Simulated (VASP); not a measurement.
Something may be wrong with this VASP 6.6.1 calculation of Ca.

File INCAR:

```
SYSTEM = Ca
PREC = Accurate ; ENCUT = 580
EDIFF = 1E-8 ; ISMEAR = -5
SIGMA = 0.1 ; LREAL = .FALSE.
LASPH = .TRUE. ; NELM = 71
ALGO = Normal ; ISIF = 3
LWAVE = .FALSE. ; LCHARG = .FALSE.
METAGGA = LAK ; LMIXTAU = .TRUE.
IBRION = 2 ; NSW = 40
EDIFFG = -0.002
```

Contents of KPOINTS:

```
regular mesh
0
G
  2 1 1
  0 0 0
```

File POSCAR:

```
Ca
3.8798
   -0.577349347905      0.577349347905      0.577349347905
    0.577349347905     -0.577349347905      0.577349347905
    0.577349347905      0.577349347905     -0.577349347905
Ca
1
Direct
    0.0000000000      0.0000000000      0.0000000000
```

Potentials or basis: VASP PAW PBE potentials, release 64 (Ca_pv).

Command:

```console
$ cat potpaw_PBE.64/Ca_pv/POTCAR > POTCAR
$ mpirun -np 1 vasp_std > vasp.out
```

OUTCAR:

```text
SYSTEM = Ca
   PREC = Accurate
   ENCUT = 580
   EDIFF = 1E-8
   ISMEAR = -5
   LREAL = .FALSE.
   LASPH = .TRUE.
   NELM = 71
   ISIF = 3
   METAGGA = LAK
[... 114 lines left out ...]
|     EEEEEEE  RRRRRR   RRRRRR   OOOOOOO  RRRRRR      ###     ###     ###     |
|     E        R     R  R     R  O     O  R     R     ###     ###     ###     |
|     E        R     R  R     R  O     O  R     R     ###     ###     ###     |
|     EEEEE    RRRRRR   RRRRRR   O     O  RRRRRR       #       #       #      |
|     E        R   R    R   R    O     O  R   R                               |
|     E        R    R   R    R   O     O  R    R      ###     ###     ###     |
|     EEEEEEE  R     R  R     R  OOOOOOO  R     R     ###     ###     ###     |
|                                                                             |
|     IBZKPT: tetrahedron method fails for NKPT<4. NKPT = 2                   |
|                                                                             |
|       ---->  I REFUSE TO CONTINUE WITH THIS SICK JOB ... BYE!!! <----       |
|                                                                             |
 -----------------------------------------------------------------------------
```

On the terminal:

```text
POSCAR found type information on POSCAR Ca
 POSCAR found :  1 types and       1 ions
[... 44 lines left out ...]

1
```

**Question.** What happened, and what is wrong with the input?

**Answer.** The program refused the input. The input holds a flaw that was put in on purpose: tetrahedra on too few k points (ISMEAR = -5; k = 2 × 1 × 1).
